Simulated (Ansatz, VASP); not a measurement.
## TiO2: VASP beside Ansatz

```
CELL_PARAMETERS angstrom
4.59984 0.00000 0.00000
0.00000 4.59984 0.00000
0.00000 0.00000 2.95921
ATOMIC_POSITIONS crystal
Ti 0.00000 0.00000 0.50000
Ti 0.50000 0.50000 0.00000
O 0.30432 0.30432 0.50000
O 0.19568 0.80432 0.00000
O 0.80432 0.19568 0.00000
O 0.69568 0.69568 0.50000
```

The cell is a database's computed one.

Alike in both runs: task relaxation of cell and atoms; functional PBE; dispersion D3(BJ); k mesh 6 × 6 × 9; occupations fermi-dirac, width 0.05 eV; no spin polarisation.

```csv
,VASP,Ansatz
version,VASP 6.6.1,Ansatz 0.2.0
potentials or method,"VASP PAW PBE potentials, release 64 (Ti_sv, O)",Ansatz PAW
plane-wave cutoff (eV),600,420
valence electrons in the cell,48,48
```

Ansatz gave:

| Property | Result |
| --- | --- |
| gap on the k mesh at the Fermi level, each at its own relaxed structure (eV) | 1.87 |
| relaxed volume (Å³/atom) | 10.45 |
| relaxed cell length with the largest relative difference (Å) | 2.954 |

Question: Which values does VASP return?

Answer: gap on the k mesh at the Fermi level, each at its own relaxed structure (eV): 1.83; relaxed volume (Å³/atom): 10.47; relaxed cell length with the largest relative difference (Å): 2.958.

Caveats: an odd mesh through Γ misses points on the zone boundary, where band edges often lie (VASP); odd divisions of the mesh miss points on the zone boundary, where band edges often lie, so the gap on the mesh can be too wide (Ansatz); the plane-wave basis is chosen anew once the cell has moved, so the energies of steps on either side of that aren't comparable (Ansatz); the pressure holds a Pulay correction of +0.7 GPa for the finite cutoff (Ansatz).
